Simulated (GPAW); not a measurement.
# Hg in GPAW: convergence with plane-wave cutoff (eV)

Input of the first run (plane-wave cutoff (eV) 200); the others differ in this setting and in those tied to it:

run.py

```python
from ase import Atoms
from ase.dft.bandgap import bandgap
from ase.io import write
from ase.units import GPa
from gpaw import GPAW, PW

atoms = Atoms(['Hg'],
              cell=[[2.1243184923, -2.6725824964, 0.0],
                    [2.1243184923, 2.6725824964, 0.0],
                    [-2.1151288124, 0.0, 2.8921990043]],
              scaled_positions=[[0.0, 0.0, 0.0]],
              pbc=True)

calc = GPAW(mode=PW(200),
            xc='LDA',
            kpts={'size': (6, 6, 6), 'gamma': True},
            occupations={'name': 'fermi-dirac', 'width': 0.05},
            nbands=13,
            convergence={'density': 1e-05, 'energy': 1e-05},
            maxiter=100,
            txt='gpaw.txt')
atoms.calc = calc
energy = atoms.get_potential_energy()
forces = atoms.get_forces()
stress = atoms.get_stress()
calc.write('gs.gpw')
write('result.traj', atoms)
print(f'Energy: {energy:.6f} eV')
print('Forces (eV/A):')
print(forces.round(4))
print('Stress (GPa):', (stress / GPa).round(3))
print('Fermi level:', round(calc.get_fermi_level(), 4), 'eV')
print(f'Gap: {bandgap(calc)[0]:.4f} eV, direct: {bandgap(calc, direct=True)[0]:.4f} eV')
```

Potentials or basis: the program's PAW data sets (release 1.2.1) made for this functional, pw.

Launch:

```sh
$ OMP_NUM_THREADS=1 python run.py
```

Hardware: 1 thread of Arm Neoverse V1, with other jobs on the host.

| plane-wave cutoff (eV) | energy less the tightest run, at zero smearing (meV/atom) | pressure (GPa) | SCF cycles | CPU time (s) | peak memory (GiB) |
| --- | --- | --- | --- | --- | --- |
| 200 | 1954.85 | -9.09 | 9 | 5.6 | 0.12 |
| 250 | 1362.37 | -17.42 | 8 | 6.7 | 0.12 |
| 300 | 627.08 | -16.36 | 8 | 7 | 0.12 |
| 350 | 211.83 | -10.56 | 9 | 8.1 | 0.13 |
| 400 | 57.43 | -6.73 | 9 | 9.7 | 0.13 |
| 500 | 7.18 | -4.85 | 9 | 14 | 0.14 |
| 600 | 3.49 | -4.79 | 9 | 15 | 0.15 |
| 800 | 0.23 | -4.74 | 9 | 26 | 0.17 |
| 1000 | 0.00 | -4.73 | 9 | 29 | 0.2 |

Against the tightest run, the energy stays within 1 meV/atom from 800 on; the pressure stays within 0.1 GPa from 600 on. The tightest run that finished is the yardstick and may itself not be fully converged.

Caveat, for the tightest run too: the k mesh is coarse (spacing up to 0.36 Å⁻¹), so the values aren't converged. Spin-orbit coupling is left out, which matters for the levels of Hg.
